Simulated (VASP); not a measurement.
# HfS2 (P-3m1) in VASP: relaxation of cell and atoms with LDA

Aim: the relaxation of cell and atoms of HfS2 with LDA.

Program: VASP 6.6.1. These are calculated values, not measurements. Logs are shortened: lines on timing, memory, paths and dates and some standing lists are left out, and cuts for length are marked.

**1. The structure**

It takes space group P-3m1 (No. 164, trigonal). The conventional cell has a = 3.640 Å, b = 3.640 Å, c = 6.056 Å, α = 90.00°, β = 90.00°, γ = 120.00°. Around Hf (site symmetry -3m) lie 6 S at 2.54 Å. S (site symmetry 3m) is surrounded by 3 Hf at 2.54 Å.

The cell is a database's computed one.

**2. Relaxation of cell and atoms, LDA, target pressure 1 GPa, at which the enthalpy is minimised**

Input file INCAR:

```
SYSTEM = HfS2
PREC = Accurate ; ENCUT = 600
EDIFF = 1E-6 ; ISMEAR = -1
SIGMA = 0.05 ; LREAL = .False.
LASPH = .True. ; NELM = 80
ALGO = Normal ; ISIF = 3
LWAVE = .False. ; LCHARG = .False.
IBRION = 2 ; NSW = 60
EDIFFG = -0.02 ; PSTRESS = 10
```

Input file KPOINTS:

```
regular mesh
0
Gamma
  12 12 8
  0 0 0
```

Input file POSCAR:

```
HfS2
1.0
    3.6396641800      0.0000000000      0.0000000000
   -1.8198320900      3.1520416411      0.0000000000
    0.0000000000      0.0000000000      6.0555624700
Hf S
1 2
Direct
    0.0000000000      0.0000000000      0.0000000000
    0.6666666667      0.3333333333      0.7639520500
    0.3333333333      0.6666666667      0.2360479500
```

Potentials or basis: VASP PAW LDA potentials, release 64 (Hf_pv, S).

On the command line:

```
cat potpaw_LDA.64/Hf_pv/POTCAR potpaw_LDA.64/S/POTCAR > POTCAR
mpirun -np 1 vasp_std > vasp.out
```

OUTCAR:

```text
SYSTEM = HfS2
   PREC = Accurate
   ENCUT = 600
   EDIFF = 1E-6
   ISMEAR = -1
   LREAL = .False.
   LASPH = .True.
   NELM = 80
   ISIF = 3
   IBRION = 2
   NSW = 60
   EDIFFG = -0.02
   PSTRESS = 10

 ion  position               nearest neighbor table
   1  0.000  0.000  0.000-   2 2.54   3 2.54   3 2.54   2 2.54   2 2.54   3 2.54
   2  0.667  0.333  0.764-   1 2.54   1 2.54   1 2.54
   3  0.333  0.667  0.236-   1 2.54   1 2.54   1 2.54

  LATTYP: Found a hexagonal cell.
 ALAT       =     3.6396641800
 C/A-ratio  =     1.6637695596

  Lattice vectors:

 A1 = (   3.6396641800,   0.0000000000,   0.0000000000)
 A2 = (  -1.8198320900,   3.1520416411,   0.0000000000)
 A3 = (   0.0000000000,   0.0000000000,   6.0555624700)

Analysis of symmetry for initial positions (statically):
=====================================================================
 Subroutine PRICEL returns:
 Original cell was already a primitive cell.

 Routine SETGRP: Setting up the symmetry group for a
 hexagonal supercell.

 Subroutine GETGRP returns: Found 12 space group operations
 (whereof 12 operations were pure point group operations)
 out of a pool of 24 trial point group operations.

The static configuration has the point symmetry D_3d.

Analysis of symmetry for dynamics (positions and initial velocities):
=====================================================================
 Subroutine PRICEL returns:
 Original cell was already a primitive cell.

 Routine SETGRP: Setting up the symmetry group for a
 hexagonal supercell.

 Subroutine GETGRP returns: Found 12 space group operations
 (whereof 12 operations were pure point group operations)
 out of a pool of 24 trial point group operations.

The dynamic configuration has the point symmetry D_3d.

 Subroutine INISYM returns: Found 12 space group operations
 (whereof 12 operations are pure point group operations),
 and found     1 'primitive' translations

----------------------------------------------------------------------------------------

                                     Primitive cell

  volume of cell :      69.4717

  direct lattice vectors                    reciprocal lattice vectors
     3.639664180  0.000000000  0.000000000     0.274750623  0.158627346  0.000000000
    -1.819832090  3.152041641  0.000000000     0.000000000  0.317254692  0.000000000
     0.000000000  0.000000000  6.055562470     0.000000000  0.000000000  0.165137426

  length of vectors
     3.639664180  3.639664180  6.055562470     0.317254692  0.317254692  0.165137426

  position of ions in fractional coordinates (direct lattice)
     0.000000000  0.000000000  0.000000000
     0.666666667  0.333333333  0.763952050
     0.333333333  0.666666667  0.236047950

  ion indices of the primitive-cell ions
   primitive index   ion index
                 1           1
                 2           2
                 3           3

----------------------------------------------------------------------------------------

 KPOINTS: regular mesh

Automatic generation of k-mesh.
 Grid dimensions read from file:
 generate k-points for:   12   12    8

 Generating k-lattice:

  Cartesian coordinates                     Fractional coordinates (reciprocal lattice)
     0.022895885  0.013218945  0.000000000     0.083333333  0.000000000  0.000000000
     0.000000000  0.026437891  0.000000000     0.000000000  0.083333333  0.000000000
     0.000000000  0.000000000  0.020642178     0.000000000  0.000000000  0.125000000

  Length of vectors
     0.026437891  0.026437891  0.020642178

  Shift w.r.t. Gamma in fractional coordinates (k-lattice)
     0.000000000  0.000000000  0.000000000

 Subroutine IBZKPT returns following result:
 ===========================================

 Found    131 irreducible k-points:

 Following reciprocal coordinates:
            Coordinates               Weight
  0.000000  0.000000  0.000000      1.000000
  0.083333 -0.000000  0.000000      6.000000
  0.166667 -0.000000  0.000000      6.000000
  0.250000 -0.000000  0.000000      6.000000
  0.333333 -0.000000  0.000000      6.000000
  0.416667 -0.000000  0.000000      6.000000
[... 16 lines left out ...]
  0.166667 -0.000000  0.125000      6.000000
  0.000000  0.166667  0.125000      6.000000
 [... further k-points ...]
   k-points           NKPTS =    131   k-points in BZ     NKDIM =    131   number of bands    NBANDS=     15
   number of dos      NEDOS =    301   number of ions     NIONS =      3
   total plane-waves  NPLWV =  43200
   dimension x,y,z NGX =    30 NGY =   30 NGZ =   48
   dimension x,y,z NGXF=    60 NGYF=   60 NGZF=   96
   ions per type =               1   2
   NGX,Y,Z   is equivalent  to a cutoff of  13.70, 13.70, 13.18 a.u.
   NGXF,Y,Z  is equivalent  to a cutoff of  27.41, 27.41, 26.36 a.u.
 SYSTEM =  HfS2
   PREC   = accura    normal or accurate (medium, high low for compatibility)
   ISTART =      0    job   : 0-new  1-cont  2-samecut
   ICHARG =      2    charge: 1-file 2-atom 10-const
   ISPIN  =      1    spin polarized calculation?
   LNONCOLLINEAR =      F non collinear calculations
   LSORBIT =      F    spin-orbit coupling
   LASPH  =      T    aspherical Exc in radial PAW
   ENCUT  =  600.0 eV  44.10 Ry    6.64 a.u.   7.27  7.27 12.09*2*pi/ulx,y,z
   NELM   =     80;   NELMIN=  2; NELMDL= -5     # of ELM steps
   EDIFF  = 0.1E-05   stopping-criterion for ELM
   LREAL  =      F    real-space projection
   EDIFFG = -.2E-01   stopping-criterion for IOM
   NSW    =     60    number of steps for IOM
   IBRION =      2    ionic relax: 0-MD 1-quasi-New 2-CG
   NFREE  =      1    steps in history (QN), initial steepest desc. (CG)
   ISIF   =      3    stress and relaxation
   ISYM   =      2    0-nonsym 1-usesym 2-fastsym
   POTIM  = 0.5000    time-step for ionic-motion
   TEBEG  =    0.0;   TEEND  =   0.0 temperature during run
   PSTRESS=   10.0 pullay stress
   NELECT =      22.0000    total number of electrons
   NUPDOWN=      -1.0000    fix difference up-down
   EMIN   =  10.00;   EMAX   =-10.00  energy-range for DOS
   EFERMI =   0.00;   METHOD = LEGACY
   ISMEAR =    -1;   SIGMA  =   0.05  broadening in eV -4-tet -1-fermi 0-gaus
   EFERMI_NEDOS =   21; number of points for ismear=-14 and -15
   IALGO  =     38    algorithm
   IMIX   =      4    mixing-type and parameters
     AMIX     =   0.40;   BMIX     =  1.00
     AMIX_MAG =   1.60;   BMIX_MAG =  1.00
  volume/ion in A,a.u.               =      23.16       156.27
  Fermi-wavevector in a.u.,A,eV,Ry     =   1.115869  2.108686 16.941474  1.245163
  Thomas-Fermi vector in A             =   2.252478
   LORBIT       =      0    0 simple, 1 ext, 2 COOP (PROOUT), +10 PAW based schemes
   GGA     = CA    functional components
   LHFCALC =     F    Hartree Fock is set to
   AEXX    =    0.0000 exact exchange contribution
   IVDW    =     0    specifies the selected vdW correction
   LEPSILON=     F    determine dielectric tensor
   LRPA    =     F    only Hartree local field effects (RPA)
 conjugate gradient relaxation of ions
 non-spin polarized calculation
  energy-cutoff  :      600.00
  volume of cell :       69.47
 maximum number of plane-waves:      2364
 NGX is ok and might be reduce to    30
   NGX = 15   NGY = 15   NGZ = 25

--------------------------------------- Ionic step        1  -------------------------------------------

 number of electron      22.0000001 magnetization

 Free energy of the ion-electron system (eV)
  ---------------------------------------------------
  ext. energy  EPLUGINS =         0.00000000
  ---------------------------------------------------
  free energy    TOTEN  =       -24.80886464 eV

  energy without entropy =      -24.80886352  energy(sigma->0) =      -24.80886408

 E-fermi :   3.2654     XC(G=0):  -9.7750

 val. band max:        2.7326786800   @ k =   0.0833   0.0833   0.0000
 cond. band min:       3.7764519362   @ k =   0.5000  -0.0000   0.5000
 fundamental gap:      1.0437732562
 Fermi energy:         3.2654477679

 k-point     1 :       0.0000    0.0000    0.0000
  band No.  band energies     occupation
      1     -27.8096      2.00000
      2     -27.7017      2.00000
      3     -27.7017      2.00000
      4     -10.2039      2.00000
      5      -8.5223      2.00000
      6      -1.8709      2.00000
      7      -0.0311      2.00000
      8      -0.0311      2.00000
      9       2.6705      1.99999
     10       2.7115      1.99997
     11       2.7115      1.99997
     12       4.6101      0.00000
     13       4.6101      0.00000
     14       5.2754      0.00000
[... 401 lines left out ...]
      2     -27.7511      2.00000
      3     -27.7128      2.00000
      4      -9.8723      2.00000
      5      -8.5987      2.00000
      6      -1.4476      2.00000
      7      -0.3271      2.00000
      8       0.1158      2.00000
      9       1.0592      2.00000
     10       2.1236      2.00000
     11       2.6349      1.99999
     12       4.5059      0.00000
     13       5.3771      0.00000
     14       5.8715      0.00000
     15       7.6497      0.00000

 [... further k-points ...]
[... 5 lines left out ...]
  --------------------------------------------------------------------------------------
  -------------------------------------------------------------------------------------
  Total       -2.0919960     -2.0919960     -1.3117319     -0.0000000      0.0000000      0.0000000
  in kB      -48.2462625    -48.2462625    -30.2515699     -0.0000000      0.0000000      0.0000000
  external PRESSURE =     -52.2480317 kB  Pullay stress =      10.0000000 kB
[... 100 lines left out ...]
  energy  without entropy=      -24.8473301690  energy(sigma->0) =      -24.84733105

  enthalpy is  TOTEN    =       -24.4339208089 eV   P V=        0.4134111261

 E-fermi :   3.6648     XC(G=0):  -9.9788

 val. band max:        3.1672933416   @ k =   0.0000   0.0000   0.0000
 cond. band min:       4.1387188668   @ k =   0.5000  -0.0000   0.5000
 fundamental gap:      0.9714255253
 Fermi energy:         3.6648273326

 k-point     1 :       0.0000    0.0000    0.0000
  band No.  band energies     occupation
      1     -27.2316      2.00000
      2     -27.1033      2.00000
      3     -27.1033      2.00000
      4     -10.0546      2.00000
      5      -8.1955      2.00000
      6      -1.7038      2.00000
      7       0.2261      2.00000
      8       0.2261      2.00000
      9       3.0536      1.99999
     10       3.1673      1.99990
     11       3.1673      1.99990
     12       5.0413      0.00000
     13       5.0413      0.00000
     14       5.7526      0.00000
[... 401 lines left out ...]
      2     -27.1661      2.00000
      3     -27.1172      2.00000
      4      -9.6879      2.00000
      5      -8.2883      2.00000
      6      -1.2520      2.00000
      7      -0.0901      2.00000
      8       0.3896      2.00000
      9       1.4137      2.00000
     10       2.5239      2.00000
     11       3.0491      1.99999
     12       4.9337      0.00000
     13       5.8849      0.00000
     14       6.3890      0.00000
     15       8.2726      0.00000

 [... further k-points ...]

[... ionic steps 4 to 12 ...]

--------------------------------------- Ionic step       13  -------------------------------------------

 number of electron      22.0000000 magnetization

------------------------ aborting loop because EDIFF is reached ----------------------------------------
[... 73 lines left out ...]
--------------------------------------- Ionic step       15  -------------------------------------------

 number of electron      22.0000000 magnetization

 Free energy of the ion-electron system (eV)
  ---------------------------------------------------
  ext. energy  EPLUGINS =         0.00000000
  ---------------------------------------------------
  free energy    TOTEN  =       -24.87599313 eV

  energy without entropy =      -24.87592767  energy(sigma->0) =      -24.87596040

 E-fermi :   4.6296     XC(G=0): -10.5028

 val. band max:        4.4143866367   @ k =   0.0000   0.0000   0.0000
 cond. band min:       4.8777128203   @ k =   0.5000  -0.0000   0.5000
 fundamental gap:      0.4633261836
 Fermi energy:         4.6295795895

 k-point     1 :       0.0000    0.0000    0.0000
  band No.  band energies     occupation
      1     -26.3019      2.00000
      2     -26.1681      2.00000
      3     -26.1681      2.00000
      4      -9.3280      2.00000
      5      -7.2156      2.00000
      6      -1.2396      2.00000
      7       1.2570      2.00000
      8       1.2570      2.00000
      9       4.1674      1.99981
     10       4.1674      1.99981
     11       4.4144      1.97333
     12       6.0157      0.00000
     13       6.0157      0.00000
     14       6.5204      0.00000
[... 401 lines left out ...]
      2     -26.2358      2.00000
      3     -26.1832      2.00000
      4      -8.9363      2.00000
      5      -7.3485      2.00000
      6      -0.7227      2.00000
      7       1.0185      2.00000
      8       1.3891      2.00000
      9       2.2239      2.00000
     10       3.5457      2.00000
     11       4.1185      1.99993
     12       5.8149      0.00000
     13       6.8140      0.00000
     14       7.2300      0.00000
     15       9.3310      0.00000

 [... further k-points ...]
[... 5 lines left out ...]
  --------------------------------------------------------------------------------------
  -------------------------------------------------------------------------------------
  Total        0.3252405      0.3252405      0.3397952      0.0000000      0.0000000      0.0000000
  in kB        8.5920839      8.5920839      8.9765828      0.0000000      0.0000000      0.0000000
  external PRESSURE =      -1.2797498 kB  Pullay stress =      10.0000000 kB
[... 22 lines left out ...]
  energy  without entropy=      -24.8759276682  energy(sigma->0) =      -24.87596040

  enthalpy is  TOTEN    =       -24.4974580200 eV   P V=        0.3785351125

 reached required accuracy - stopping structural energy minimisation
```

It took 30 min on 1 thread of Intel Xeon Platinum 8175M at 2.50GHz (Skylake/Cascade Lake), shared host; peak memory 0.31 GiB.

Results:

* Free energy: -24.8760 eV
* Relaxed volume: 20.22 Å³/atom
* Relaxed cell: a = 3.540 Å, b = 3.540 Å, c = 5.588 Å, α = 90.00°, β = 90.00°, γ = 120.00°
* Space group after relaxing (to 0.05 Å): P-3m1 (No. 164)
* Energy change on relaxing (the enthalpy is what falls): -22.4 meV/atom
* Ionic steps: 15
* Pressure after relaxing: 0.9 GPa
* Largest force after relaxing: 0.010 eV/Å
* Band gap on the k mesh: 0.46 eV, indirect (least direct gap 1.47 eV)

Forces on the atoms (eV/Å):
```
Hf   0.000  0.000  0.000
S    0.000  0.000  0.010
S    0.000  0.000 -0.010
```

The path:
```tsv
step	energy change (eV)	largest force (eV/Å)	pressure (GPa)	volume (Å³)
1	0.0000	0.2491	-4.22	69.47
2	0.0949	1.4083	9.19	62.15
3	-0.0385	0.3951	0.76	66.24
4	-0.0381	0.4091	0.87	66.17
5	-0.0470	0.2959	0.84	65.56
6	-0.0489	0.0666	0.77	64.39
7	-0.0555	0.0687	0.90	63.56
8	-0.0653	0.0716	1.50	61.10
9	0.0370	0.0879	4.75	56.17
10	-0.0620	0.1770	2.29	60.48
11	-0.0656	0.2018	-0.49	61.04
12	-0.0677	0.0154	0.87	60.76
13	-0.0677	0.0192	0.84	60.77
14	-0.0674	0.0131	0.86	60.69
15	-0.0671	0.0100	0.87	60.65
```

Final structure:
```
Hf S
1.0
     3.54023    0.00000    0.00000
    -1.77012    3.06593    0.00000
     0.00000    0.00000    5.58757
Hf S
1 2
Direct
  0.00000 0.00000 0.00000
  0.66667 0.33333 0.74082
  0.33333 0.66667 0.25918
```

Levels at points of the mesh, in eV from the valence-band top:
```tsv
k point	band 8	band 9	band 10	band 11	band 12	band 13	band 14	band 15
(0.00, 0.00, 0.00)	-3.16	-0.25	-0.25	0.00	1.60	1.60	2.11	5.00
(0.50, 0.00, 0.00)	-3.12	-2.83	-2.59	-1.70	0.66	3.90	4.04	5.96
(0.00, 0.00, 0.50)	-3.08	-2.58	-0.50	-0.50	1.52	1.52	2.52	5.77
(0.50, 0.00, 0.50)	-3.12	-2.86	-1.21	-1.01	0.46	3.88	4.08	5.12
```

Caveat: the cell is relaxed towards a set pressure, so the enthalpy falls and the energy may rise; spin-orbit coupling is left out, which moves the levels of the heavy elements. A k mesh can miss the band edges.
